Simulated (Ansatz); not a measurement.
# W: a slab and its surfaces, (110), 5 layers, part 3 of 3

What do the surfaces of W (110), 5 layers cost, and how tightly do they hold an electron? Methods of the runs shown: PAW. Its runs: bulk cell relaxed (PAW); bulk in the slab's orientation (PAW); the reference run (PAW); atoms relaxed (PAW); no images along the normal (PAW); field of 0.5 V/Å along the normal (PAW); core holes in 4f of W (PAW).

Ansatz 0.2.0; DFT PBEsol; a cell built from a prototype (bcc type), not taken from measurement. The steps go on from the part before.

## 7. More of the same log: atoms relaxed, PAW files

Output, continued:

```text
relax step   4: F+E_penalty+E_count = -51279.73416804 eV  Δ(F+E_penalty+E_count) = -5.225e-3 eV  max|allowed force component| = 1.520e-2 eV/Å  Δτ_max = 0.0186 Å  (5 SCF iters, dr2 threshold 3.45e-6 eV, accepted)
SCF iter   1: F=—  HF=-51279.734166 eV  |F-HF|=—  |Δ(HF+E_count)|=         —  Δρ=3.72e-4  dr2=1.51e-3  ethr=1.61e-5  p=-0.000 e·Å  D=-5.06e-10 V/Å  ΔV_dip=0.00 eV  dr2_dipole=4.03e-14  V_vac-E_F(+/−)=4.87/4.87 eV  ⟨swp⟩=2.0  Hψ=4407  notcnv=0  defer=48
efield: sawtooth ramp at fractional position 0.9500 (handed on by an earlier solve), width 0.1000; the density the first Hamiltonian is built on has a dipole p = -0.000 e·Å; the dipole correction subtracts the counter field D = -5.06e-10 V/Å, which shifts the + side's vacuum level by +0.00 eV against the − side's; the planar-averaged density in the ramp window peaks in size at 4.2e-6 e/Å³
preconditioner: auto → LDOS  [metal: Δε(μ)=0.030 eV  Ē_g=6.110 eV  σ=0.100 eV  W_gap=0.08  n_scr=18 (ndim 8)  ℏωp=15.4 eV  f_vac=0.489  D(μ)=3.33/eV (n_scr^D=14)  β→1.0]
SCF iter   2: F=—  HF=-51279.734109 eV  |F-HF|=—  |Δ(HF+E_count)|=   5.75e-5  Δρ=1.32e-4  dr2=1.33e-4  ethr=2.16e-6  p=-0.000 e·Å  D=-5.96e-8 V/Å  ΔV_dip=0.00 eV  dr2_dipole=1.62e-14  V_vac-E_F(+/−)=4.88/4.88 eV  ⟨swp⟩=1.9  Hψ=3597  notcnv=0  defer=45
SCF iter   3: F=—  HF=-51279.734096 eV  |F-HF|=—  |Δ(HF+E_count)|=   1.29e-5  Δρ=6.15e-5  dr2=2.69e-5  ethr=1.89e-7  p=-0.000 e·Å  D=-5.70e-9 V/Å  ΔV_dip=0.00 eV  dr2_dipole=3.72e-13  V_vac-E_F(+/−)=4.87/4.87 eV  ⟨swp⟩=3.4  Hψ=5258  notcnv=0  defer=45
SCF iter   4: F=—  HF=-51279.734165 eV  |F-HF|=—  |Δ(HF+E_count)|=   6.89e-5  Δρ=1.26e-5  dr2=7.06e-7  ethr=3.84e-8  p=-0.000 e·Å  D=-9.98e-9 V/Å  ΔV_dip=0.00 eV  dr2_dipole=4.71e-15  V_vac-E_F(+/−)=4.87/4.87 eV  ⟨swp⟩=2.0  Hψ=3590  notcnv=0  defer=45
SCF iter   5: F=-51279.734165 eV  HF=-51279.734165 eV  |F-HF|=5.41e-9  |Δ(HF+E_count)|=   1.60e-7  Δρ=4.21e-6  dr2=5.14e-8  ethr=1.43e-10  p=0.000 e·Å  D=2.77e-9 V/Å  ΔV_dip=-0.00 eV  dr2_dipole=3.06e-15  V_vac-E_F(+/−)=4.87/4.87 eV  ⟨swp⟩=12.4  Hψ=13811  notcnv=0
SCF 5 converged in 5 iterations: F = -51279.734165 eV  dr2 = 5.14e-8
relax step   5: F+E_penalty+E_count = -51279.73416503 eV  Δ(F+E_penalty+E_count) = +3.010e-6 eV  max|allowed force component| = 1.227e-2 eV/Å  Δτ_max = 0.0040 Å  (5 SCF iters, rejected (line search))
SCF iter   1: F=—  HF=-51279.734176 eV  |F-HF|=—  |Δ(HF+E_count)|=         —  Δρ=3.75e-4  dr2=1.55e-3  ethr=2.16e-5  p=0.000 e·Å  D=2.75e-9 V/Å  ΔV_dip=-0.00 eV  dr2_dipole=1.26e-14  V_vac-E_F(+/−)=4.87/4.87 eV  ⟨swp⟩=2.0  Hψ=4253  notcnv=0  defer=49
efield: sawtooth ramp at fractional position 0.9500 (handed on by an earlier solve), width 0.1000; the density the first Hamiltonian is built on has a dipole p = 0.000 e·Å; the dipole correction subtracts the counter field D = 2.75e-9 V/Å, which shifts the + side's vacuum level by -0.00 eV against the − side's; the planar-averaged density in the ramp window peaks in size at 4.5e-6 e/Å³
preconditioner: auto → LDOS  [metal: Δε(μ)=0.036 eV  Ē_g=6.117 eV  σ=0.100 eV  W_gap=0.09  n_scr=18 (ndim 8)  ℏωp=15.4 eV  f_vac=0.491  D(μ)=3.34/eV (n_scr^D=14)  β→1.0]
SCF iter   2: F=—  HF=-51279.734115 eV  |F-HF|=—  |Δ(HF+E_count)|=   6.11e-5  Δρ=1.32e-4  dr2=1.37e-4  ethr=2.22e-6  p=0.000 e·Å  D=4.63e-8 V/Å  ΔV_dip=-0.00 eV  dr2_dipole=3.00e-13  V_vac-E_F(+/−)=4.87/4.87 eV  ⟨swp⟩=1.9  Hψ=3636  notcnv=0  defer=47
SCF iter   3: F=—  HF=-51279.734104 eV  |F-HF|=—  |Δ(HF+E_count)|=   1.07e-5  Δρ=5.88e-5  dr2=2.48e-5  ethr=1.95e-7  p=0.000 e·Å  D=1.06e-8 V/Å  ΔV_dip=-0.00 eV  dr2_dipole=1.56e-13  V_vac-E_F(+/−)=4.87/4.87 eV  ⟨swp⟩=3.4  Hψ=5219  notcnv=0  defer=47
SCF iter   4: F=—  HF=-51279.734168 eV  |F-HF|=—  |Δ(HF+E_count)|=   6.44e-5  Δρ=1.16e-5  dr2=6.31e-7  ethr=3.55e-8  p=0.000 e·Å  D=1.24e-8 V/Å  ΔV_dip=-0.00 eV  dr2_dipole=1.84e-13  V_vac-E_F(+/−)=4.87/4.87 eV  ⟨swp⟩=2.0  Hψ=3554  notcnv=0  defer=47
SCF iter   5: F=-51279.734168 eV  HF=-51279.734168 eV  |F-HF|=1.97e-8  |Δ(HF+E_count)|=   1.36e-7  Δρ=3.66e-6  dr2=3.09e-8  ethr=1.43e-10  p=0.000 e·Å  D=1.56e-8 V/Å  ΔV_dip=-0.00 eV  dr2_dipole=5.42e-16  V_vac-E_F(+/−)=4.87/4.87 eV  ⟨swp⟩=12.2  Hψ=13558  notcnv=0
SCF 6 converged in 5 iterations: F = -51279.734168 eV  dr2 = 3.09e-8
relax step   6: F+E_penalty+E_count = -51279.73416842 eV  Δ(F+E_penalty+E_count) = -3.743e-7 eV  max|allowed force component| = 1.542e-2 eV/Å  Δτ_max = 0.0000 Å  (5 SCF iters, accepted)
SCF iter   1: F=—  HF=-51279.734170 eV  |F-HF|=—  |Δ(HF+E_count)|=         —  Δρ=3.80e-4  dr2=1.59e-3  ethr=2.27e-5  p=0.000 e·Å  D=1.56e-8 V/Å  ΔV_dip=-0.00 eV  dr2_dipole=1.34e-14  V_vac-E_F(+/−)=4.87/4.87 eV  ⟨swp⟩=2.0  Hψ=4232  notcnv=0  defer=50
efield: sawtooth ramp at fractional position 0.9500 (handed on by an earlier solve), width 0.1000; the density the first Hamiltonian is built on has a dipole p = 0.000 e·Å; the dipole correction subtracts the counter field D = 1.56e-8 V/Å, which shifts the + side's vacuum level by -0.00 eV against the − side's; the planar-averaged density in the ramp window peaks in size at 4.1e-6 e/Å³
SCF iter   2: F=—  HF=-51279.734104 eV  |F-HF|=—  |Δ(HF+E_count)|=   6.57e-5  Δρ=1.31e-4  dr2=1.33e-4  ethr=2.27e-6  p=-0.000 e·Å  D=-6.83e-8 V/Å  ΔV_dip=0.00 eV  dr2_dipole=1.73e-13  V_vac-E_F(+/−)=4.88/4.88 eV  ⟨swp⟩=1.9  Hψ=3611  notcnv=0  defer=48
SCF iter   3: F=—  HF=-51279.734094 eV  |F-HF|=—  |Δ(HF+E_count)|=   1.05e-5  Δρ=5.86e-5  dr2=2.50e-5  ethr=1.91e-7  p=-0.000 e·Å  D=-1.80e-8 V/Å  ΔV_dip=0.00 eV  dr2_dipole=2.37e-13  V_vac-E_F(+/−)=4.87/4.87 eV  ⟨swp⟩=3.3  Hψ=5235  notcnv=0  defer=48
SCF iter   4: F=—  HF=-51279.734163 eV  |F-HF|=—  |Δ(HF+E_count)|=   6.87e-5  Δρ=1.15e-5  dr2=6.52e-7  ethr=3.57e-8  p=-0.000 e·Å  D=-1.71e-8 V/Å  ΔV_dip=0.00 eV  dr2_dipole=1.02e-14  V_vac-E_F(+/−)=4.87/4.87 eV  ⟨swp⟩=2.0  Hψ=3554  notcnv=0  defer=48
SCF iter   5: F=-51279.734163 eV  HF=-51279.734163 eV  |F-HF|=2.05e-8  |Δ(HF+E_count)|=   1.23e-7  Δρ=3.62e-6  dr2=3.02e-8  ethr=1.43e-10  p=-0.000 e·Å  D=-8.77e-9 V/Å  ΔV_dip=0.00 eV  dr2_dipole=2.76e-15  V_vac-E_F(+/−)=4.87/4.87 eV  ⟨swp⟩=12.3  Hψ=13571  notcnv=0
SCF 7 converged in 5 iterations: F = -51279.734163 eV  dr2 = 3.02e-8
relax step   7: F+E_penalty+E_count = -51279.73416278 eV  Δ(F+E_penalty+E_count) = +5.633e-6 eV  max|allowed force component| = 1.359e-2 eV/Å  Δτ_max = 0.0040 Å  (5 SCF iters, rejected (line search))
SCF iter   1: F=—  HF=-51279.734154 eV  |F-HF|=—  |Δ(HF+E_count)|=         —  Δρ=2.35e-4  dr2=6.41e-4  ethr=8.25e-6  p=-0.000 e·Å  D=-8.77e-9 V/Å  ΔV_dip=0.00 eV  dr2_dipole=6.04e-14  V_vac-E_F(+/−)=4.87/4.87 eV  ⟨swp⟩=2.0  Hψ=4027  notcnv=0
efield: sawtooth ramp at fractional position 0.9500 (handed on by an earlier solve), width 0.1000; the density the first Hamiltonian is built on has a dipole p = -0.000 e·Å; the dipole correction subtracts the counter field D = -8.77e-9 V/Å, which shifts the + side's vacuum level by +0.00 eV against the − side's; the planar-averaged density in the ramp window peaks in size at 4.3e-6 e/Å³
preconditioner: auto → LDOS  [metal: Δε(μ)=0.036 eV  Ē_g=6.114 eV  σ=0.100 eV  W_gap=0.09  n_scr=18 (ndim 8)  ℏωp=15.4 eV  f_vac=0.490  D(μ)=3.34/eV (n_scr^D=14)  β→1.0]
SCF iter   2: F=—  HF=-51279.734124 eV  |F-HF|=—  |Δ(HF+E_count)|=   2.98e-5  Δρ=5.19e-5  dr2=2.31e-5  ethr=9.16e-7  p=0.000 e·Å  D=2.19e-8 V/Å  ΔV_dip=-0.00 eV  dr2_dipole=6.35e-14  V_vac-E_F(+/−)=4.87/4.87 eV  ⟨swp⟩=1.8  Hψ=3385  notcnv=0
SCF iter   3: F=—  HF=-51279.734196 eV  |F-HF|=—  |Δ(HF+E_count)|=   7.12e-5  Δρ=2.27e-5  dr2=3.75e-6  ethr=3.30e-8  p=-0.000 e·Å  D=-1.31e-8 V/Å  ΔV_dip=0.00 eV  dr2_dipole=1.20e-13  V_vac-E_F(+/−)=4.87/4.87 eV  ⟨swp⟩=2.3  Hψ=3920  notcnv=0
SCF iter   4: F=-51279.734195 eV  HF=-51279.734195 eV  |F-HF|=1.73e-8  |Δ(HF+E_count)|=   4.48e-7  Δρ=4.34e-6  dr2=7.69e-8  ethr=1.43e-10  p=-0.000 e·Å  D=-9.88e-9 V/Å  ΔV_dip=0.00 eV  dr2_dipole=1.11e-13  V_vac-E_F(+/−)=4.87/4.87 eV  ⟨swp⟩=9.9  Hψ=15614  notcnv=0
SCF 8 converged in 4 iterations: F = -51279.734195 eV  dr2 = 7.69e-8
relax step   8: F+E_penalty+E_count = -51279.73419512 eV  Δ(F+E_penalty+E_count) = -2.670e-5 eV  max|allowed force component| = 2.478e-4 eV/Å  Δτ_max = 0.0019 Å  (4 SCF iters, accepted)
SCF converged after 4 iterations
Free energy (F): -51279.734195 eV
Harris-Foulkes:  -51279.734195 eV  (|F-HF|=1.73e-8)
Internal energy: -51279.622011 eV  (E = F + TS)
E sigma→0 (E₀):  -51279.678103 eV
Entropy (-TS):   -0.112184 eV (-22.437 meV/atom)
Fermi energy:    7.550278 eV
Dipole field:    D = 0.000000 V/Å  (p = 0.000000 e·Å, saw-weighted, corrected)
Work function:   Φ+ = 4.8736 eV   Φ− = 4.8736 eV
Levels:          The Fermi level and band energies are counted from a zero that moves with the ramp; work functions are not
--- Per-component energies (eV) ---
  E_band       = -1453.357315
  E_kinetic    = 2247.270369
  E_local      = -86040.972261  (includes V_loc(G=0)·N_el)
  E_nonlocal   = 18.575319
  E_hartree    = 42073.179242
  E_xc         = -1322.600934
  E_vxc        = -1188.644006  (∫ρ·V_xc dr)
  E_paw        = -42180.715497  (= ΣΔE_a)
  E_vpaw       = -635.931851  (= ΣTr[D̂ρ^β])
  E_aug_tail   = -0.000304  (compensation charges beyond the density's cutoff)
  E_efield     = 0.000000  (sawtooth field / dipole correction)
  E_vefield    = 0.000000  (∫n·V_field dr)
  E_ewald      = 33924.533095
  E_core_change = 1.108961  (= ΣΔE_core)
  E_smearing   = -0.112184  (= −TS)
  E_closure    = -0.000000  (closes the sum)
  Σ components = -51279.734195   (vs F -51279.734195, Δ=0.00e0)
--- Forces (eV/Å), atoms counted from 1 ---
  atom   1  W     -0.00000000     0.00000000    -0.00024781
  atom   2  W      0.00000000    -0.00000000     0.00010190
  atom   3  W      0.00000000     0.00000000    -0.00000008
  atom   4  W      0.00000000     0.00000000    -0.00010166
  atom   5  W      0.00000000     0.00000000     0.00024755
  max |Σ_I F_I| component: 9.57e-8 eV/Å
--- Stress (GPa, compression-positive) ---
       -3.175137      -0.508647      -0.000000
       -0.508647      -3.534804       0.000000
        0.000000       0.000000       0.001084
  P = ⅓ Tr σ = -2.2363 GPa (-22.363 kbar)
--- Band table (eV; the first three rows and the last of 57) ---
  k-point 0: bands = ["-66.5478", "-66.5156", "-66.4453", "-66.3138", "-66.3128", "-31.4016", "-31.1798", "-30.7785", "-30.5471", "-30.4549", "-30.3772", "-30.2533", "-30.1828", "-30.1825", "-30.1658", "-30.1441", "-30.0384", "-30.0252", "-29.9009", "-29.9009", "-1.8422", "-0.7826", "0.5921", "1.2524", "1.3117", "3.9598", "4.3687", "5.1429", "5.7828", "5.8720", "6.0781", "6.1927", "6.2858", "6.3348", "6.5292", "7.4856", "7.5169", "8.2941", "9.1590", "9.3263", "9.3899", "9.5116", "9.7549", "9.8610", "9.8674", "9.9410", "10.1632", "10.5076", "10.6577"]
  k-point 1: bands = ["-66.5429", "-66.5115", "-66.4426", "-66.3108", "-66.3099", "-31.3836", "-31.1738", "-30.8015", "-30.5669", "-30.4516", "-30.4264", "-30.2335", "-30.2109", "-30.2097", "-30.1913", "-30.1692", "-30.0528", "-30.0466", "-29.9256", "-29.9254", "-1.6588", "-0.6093", "0.7658", "1.4371", "1.5005", "4.0036", "4.3968", "5.1549", "5.6001", "5.8535", "5.8865", "6.0668", "6.1631", "6.4522", "6.7711", "7.2180", "7.7487", "7.9274", "8.9959", "9.1296", "9.4373", "9.4420", "9.6619", "9.8481", "9.9649", "10.0262", "10.3056", "10.6172", "10.8253"]
  k-point 2: bands = ["-66.5288", "-66.5001", "-66.4351", "-66.3027", "-66.3020", "-31.3320", "-31.1615", "-30.8730", "-30.6427", "-30.5337", "-30.4560", "-30.2986", "-30.2924", "-30.2492", "-30.2422", "-30.1796", "-30.1436", "-30.0935", "-29.9620", "-29.9601", "-1.1387", "-0.1338", "1.2207", "1.9417", "2.0047", "4.1011", "4.4332", "5.1398", "5.2608", "5.4082", "5.7273", "5.8699", "5.9517", "6.6302", "7.0000", "7.0095", "7.3832", "8.2419", "8.8613", "8.9334", "9.2219", "9.3547", "9.6474", "9.8229", "10.0995", "10.3432", "10.5262", "10.7578", "11.0046"]
  k-point 56: bands = ["-66.4088", "-66.3861", "-66.3302", "-66.1967", "-66.1963", "-31.4693", "-31.3748", "-31.1966", "-31.0469", "-31.0147", "-30.9790", "-30.9695", "-30.9410", "-30.8593", "-30.7152", "-30.5744", "-30.4896", "-30.4705", "-30.2933", "-30.1533", "1.4150", "1.7588", "1.8199", "2.0693", "2.6342", "2.6792", "2.9964", "4.1638", "4.1846", "5.2375", "6.0663", "7.1959", "7.9462", "8.3586", "8.4983", "9.3956", "9.4618", "9.5489", "9.6408", "11.6209", "11.8230", "12.5473", "12.7887", "12.9958", "13.3948", "13.7493", "13.8227", "14.5584", "15.6459"]
--- Relaxed structure (8 steps of the walk, 5 accepted, 0 SCFs on fresh bases) ---
  F+E_penalty+E_count = -51279.73419512 eV   max|allowed force component| = 2.478e-4 eV/Å
  atoms:
    - { symbol: W, position: [-2.4929665932451437e-36, -7.478899780048963e-36, 0.3239899838067839] }
    - { symbol: W, position: [0.5, 0.5, 0.41028441231977864] }
    - { symbol: W, position: [9.971866372980575e-36, 2.991559912019585e-35, 0.49999999992976457] }
    - { symbol: W, position: [0.5, 0.5, 0.5897155871096079] }
    - { symbol: W, position: [-2.4929665932451437e-36, -7.478899780048963e-36, 0.6760100168340651] }
```

It took 2.7 min on 2 threads of Arm Neoverse V2, shared host; peak memory 0.63 GiB.

Relaxation path:

```csv
step,energy from step 1 (eV/cell),largest force component (eV/Å)
1,0.0000,0.6627
2x,0.1413,1.5671
3,-0.0493,0.2350
4,-0.0545,0.0152
5x,-0.0545,0.0123
6,-0.0545,0.0154
7x,-0.0545,0.0136
8,-0.0545,0.0002
```

Step 1 is the start. 3 steps were tried and not accepted (2, 5, 7; marked x where the table lists them).

The largest move, 0.07 Å, is shared by several atoms, W1 among them.

This run gives: no gap; work function 4.87 eV.

## 8. No images along the normal, PAW

Input file input.yaml:

```yaml
crystal:
  lattice:
    - [2.7313605553, 0.0, 0.0]
    - [-0.9104535184, 2.5751514274, 0.0]
    - [0.0, 0.0, 24.9206]
  atoms:
    - { symbol: W, position: [0.0, 0.0, 0.3239899838] }
    - { symbol: W, position: [0.5, 0.5, 0.4102844123] }
    - { symbol: W, position: [0.0, 0.0, 0.4999999999] }
    - { symbol: W, position: [0.5, 0.5, 0.5897155871] }
    - { symbol: W, position: [0.0, 0.0, 0.6760100168] }
  periodic: [true, true, false]
kpoints:
  mp_grid: { grid: [14, 14, 1] }
scf:
  occupations: { method: fermi_dirac, width: 0.1 }
hamiltonian:
  xc: pbesol
  pseudopotentials: { kind: paw }
output:
  forces: true
  stress: true
  eigenvalues: true
```

Command:

```bash
$ ansatz run input.yaml --threads 2 --pin off --max-ram 4096MiB --backend cpu --events-out ev --progress --plain --runs-dir out
```

Log (excerpt; [...] marks lines left out):

```text
Warning: crystal.periodic: the lattice vector that does not repeat stood 0.000° off the slab's normal, 24.921 Å along it as the deck builds it. The run solves the slab on a vector along the normal, 41.345 Å long, with every atom where it was (on the deck's vector they left 16.15 Å outside [...]
Pseudopotentials: kind: paw
Pseudopotential: W, paw, valence charge 14, recommended cutoff 420 eV (normal)
Functional definition: PBEsol
[...]
Crystal: 5 atoms, lattice volume = 290.808 Å³
[...]
Fermi energy:    -4.874419 eV
[...]
--- Forces (eV/Å), atoms counted from 1 ---
  atom   1  W      0.00000000     0.00000000    -0.00010931
  atom   2  W     -0.00000000     0.00000000    -0.00010292
  atom   3  W     -0.00000000     0.00000000     0.00000000
  atom   4  W      0.00000000     0.00000000     0.00010292
  atom   5  W     -0.00000000     0.00000000     0.00010931
[...]
--- 2D stress c σ (N/m, compression-positive) ---
       -7.912542      -1.267534       0.000000
       -1.267534      -8.808823      -0.000000
        0.000000       0.000000       0.000000
  P = ½ c Tr σ = -8.3607 N/m
--- Band table (eV; the first three rows and the last of 57) ---
[...]
```

Run time: 29 s. Hardware: 2 threads of Arm Neoverse V2, shared host; peak memory 0.85 GiB.

In short: no gap.

## 9. Field of 0.5 V/Å along the normal, PAW

Changes to input.yaml since step 8:

```diff
@@ -11,3 +11,2 @@
     - { symbol: W, position: [0.0, 0.0, 0.6760100168] }
-  periodic: [true, true, false]
 kpoints:
@@ -23 +22,5 @@
   eigenvalues: true
+efield:
+  axis: 3
+  amplitude: 0.5
+  dipole_correction: true
```

Command:

```bash
$ ansatz run input.yaml --threads 2 --pin off --max-ram 4096MiB --backend cpu --events-out ev --progress --plain --runs-dir out
```

Log (excerpt; [...] marks lines left out):

```text
[...]
Pseudopotentials: kind: paw
Pseudopotential: W, paw, valence charge 14, recommended cutoff 420 eV (normal)
Functional definition: PBEsol
[...]
Crystal: 5 atoms, lattice volume = 175.283 Å³
Basis set: ecut = 420 eV, 3465 PW (Γ), exchange–correlation on 40×40×360 points (8 copies of the dense FFT grid, shifted against one another)
Bands: 42, of which v1, the nominal top of the filled ones, is band 35 counted from 1 (34 counted from 0)
[...]
  atom   2  W      0.00000000     0.00000000     0.02824846
  atom   3  W     -0.00000000     0.00000000    -0.00451879
  atom   4  W      0.00000000     0.00000000     0.02820316
  atom   5  W      0.00000000     0.00000000    -0.02072438
[...]
--- Stress (GPa, compression-positive) ---
       -3.118540      -0.507083       0.000000
       -0.507083      -3.477102       0.000000
        0.000000       0.000000       0.041054
  P = ⅓ Tr σ = -2.1849 GPa (-21.849 kbar)
--- Band table (eV; the first three rows and the last of 57) ---
[...]
```

Wall time 32 s (2 threads of Arm Neoverse V2, shared host); peak memory 0.6 GiB.

This run gives: no gap; largest force 0.031 eV/Å.

## 10. Core holes in 4f of W, PAW

Changes to input.yaml since step 9:

```diff
@@ -22,5 +22,2 @@
   eigenvalues: true
-efield:
-  axis: 3
-  amplitude: 0.5
-  dipole_correction: true
+  core_levels: { shells: { W: ["4f"] }, counted_from: fermi_level, add_spin: false }
```

Command:

```bash
$ ansatz run input.yaml --threads 2 --pin off --max-ram 4096MiB --backend cpu --events-out ev --progress --plain --runs-dir out
```

Log (excerpt; [...] marks lines left out):

```text
[...]
Pseudopotentials: kind: paw
Pseudopotential: W, paw, valence charge 14, recommended cutoff 420 eV (normal)
Functional definition: PBEsol
[...]
Crystal: 5 atoms, lattice volume = 175.283 Å³
Basis set: ecut = 420 eV, 3465 PW (Γ), exchange–correlation on 40×40×360 points (8 copies of the dense FFT grid, shifted against one another)
Bands: 42, of which v1, the nominal top of the filled ones, is band 35 counted from 1 (34 counted from 0)
[...]
  W 0              2     4f          32.166     +0.000        32.166         –    10
  W 1              2     4f          32.472     +0.306        32.472         –    10
  W 2              1     4f          32.430     +0.264        32.430         –     9
  the dataset of W with a 4f hole: scattering error 0.074 eV; outside its bounds: its channels together can move a line by 0.076 eV; free atom: scalar-relativistic, large and small components
  the two lines of W's 4f: 4f5/2 +1.218 eV and 4f7/2 -0.914 eV off its levels, 3 : 4 in strength
```

It took 87 s on 2 threads of Arm Neoverse V2, shared host; peak memory 0.67 GiB.

Read from it: no gap.

## 11. All runs together

| run | surface energy (J/m²) | work function (eV; upper / lower face where they differ) | gap (eV) | largest force (eV/Å) | time |
| --- | --- | --- | --- | --- | --- |
| Slab as cut, PAW | 3.618 | 4.98 | none | 0.663 | 26 s |
| Atoms relaxed, PAW | 3.556 | 4.87 | none | 0.000 | 2.7 min |
| No images along the normal, PAW | 3.556 | – | none | 0.000 | 29 s |
| Field of 0.5 V/Å along the normal, PAW | – | – | none | 0.031 | 32 s |
| Core holes in 4f of W, PAW | – | – | none | 0.000 | 87 s |

Surface energy: (F of the slab less that of as many bulk atoms) over twice the area, the bulk computed in the slab's orientation.

Core-hole binding energies as the program printed them (eV):

```csv
atom,atoms alike,shell,binding,shift
W1,2,4f,32.17,0.00
W2,2,4f,32.47,0.31
W3,1,4f,32.43,0.26
```

## 12. Summary of results

This closing draws on all 3 parts.

```
                                      quantity                            value
                 surface energy (PAW, relaxed)                        3.56 J/m²
                  work function (PAW, relaxed)                          4.87 eV
                     outer layer spacing (PAW)                    2.23 → 2.15 Å
core-level shifts among the layers (PAW holes)  W1 +0.00, W2 +0.31, W3 +0.26 eV
```

What this shows: By PAW the surface costs 3.62 J/m² as cut and 3.56 J/m² relaxed. The outermost spacing changes by -3.6 % (PAW). The field of 0.5 V/Å along the normal induces a dipole of 0.247 e·Å per cell (PAW). Thickness wasn't converged, and no reconstruction was sought. Spin-orbit coupling is left out, though the cell holds W; in elements this heavy it can shift bands and gaps by tenths of an eV.
